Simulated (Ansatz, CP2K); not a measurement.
**One calculation of La, 3 ways**

```
La
1.0
     3.75000    0.00000    0.00000
    -1.87500    3.24760    0.00000
     0.00000    0.00000    6.07000
La
2
Direct
  0.66667 0.33333 0.75000
  0.33333 0.66667 0.25000
```

This isn't the form of La at room conditions, which is double hcp.

Alike in all runs: task band structure; functional PBEsol; k mesh 8 × 8 × 5; occupations fermi-dirac, width 0.05 eV; no spin polarisation; no spin-orbit coupling. Pressure is positive in compression and, in plane waves, holds the error of the finite cutoff, which Ansatz's Pulay term estimates and takes out.

| program and potentials | plane-wave cutoff (eV) | notes | pressure (GPa) |
| --- | --- | --- | --- |
| CP2K, GTH_POTENTIALS La GTH-PBE-q11; TZVP-MOLOPT-SR-GTH basis | - | atomic basis; potentials made for PBE | -0.28 |
| Ansatz, all-electron LAPW, scalar-relativistic | - | - | -1.44 |
| Ansatz, PAW datasets made for the crystal | 260 | - | -1.44 |

The pressure spans -1.44 (Ansatz, PAW datasets made for the crystal) to -0.28 GPa (CP2K, GTH_POTENTIALS La GTH-PBE-q11; TZVP-MOLOPT-SR-GTH basis), with all-electron results at -1.44. Rows in atomic bases carry the error of their basis and grid, which can be large.

Differences between rows come from potentials, basis sets and numerical settings, since the functional is the same but for its coding. Runs on potential files found faulty are left out.
